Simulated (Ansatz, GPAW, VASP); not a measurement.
CuCl2: 3 runs at one level of theory

```
CELL_PARAMETERS angstrom
-2.25486 2.25486 6.85990
2.25486 -2.25486 6.85990
2.25486 2.25486 -6.85990
ATOMIC_POSITIONS crystal
Cu 0.00000 0.00000 0.00000
Cl 0.00000 0.50000 0.50000
Cl 0.50000 0.00000 0.50000
```

Measurements of this composition are mostly on another form, of space group No. 12.

Alike in all runs: task single point; functional LDA; k mesh 8 × 8 × 8; occupations gaussian, width 0.1 eV; no spin polarisation; no spin-orbit coupling. LDA stands for any of its common fits. Pressure is positive in compression and, in plane waves, holds the error of the finite cutoff, which Ansatz's Pulay term estimates and takes out.

| program and potentials | plane-wave cutoff (eV) | notes | band gap (eV) | pressure (GPa) |
| --- | --- | --- | --- | --- |
| Ansatz, Ansatz PAW | 420 | potentials made for PBE, which Ansatz adapts in part; 11 valence electrons an atom on average | no gap | -1.90 |
| VASP, LDA PAW files Cl, Cu, 500 eV | 500 | 8.33 valence electrons an atom on average | no gap | -1.89 |
| GPAW, the program's PAW data sets (release 1.2.1) made for this functional | 600 | 8.33 valence electrons an atom on average; this data set often lies off other programs | no gap | -1.78 |

None finds a gap. The pressure spans -1.90 (Ansatz, Ansatz PAW) to -1.78 GPa (GPAW, the program's PAW data sets (release 1.2.1) made for this functional).

Differences between rows come from potentials, basis sets and numerical settings, since the functional is the same but for its coding. Runs on potential files found faulty are left out.
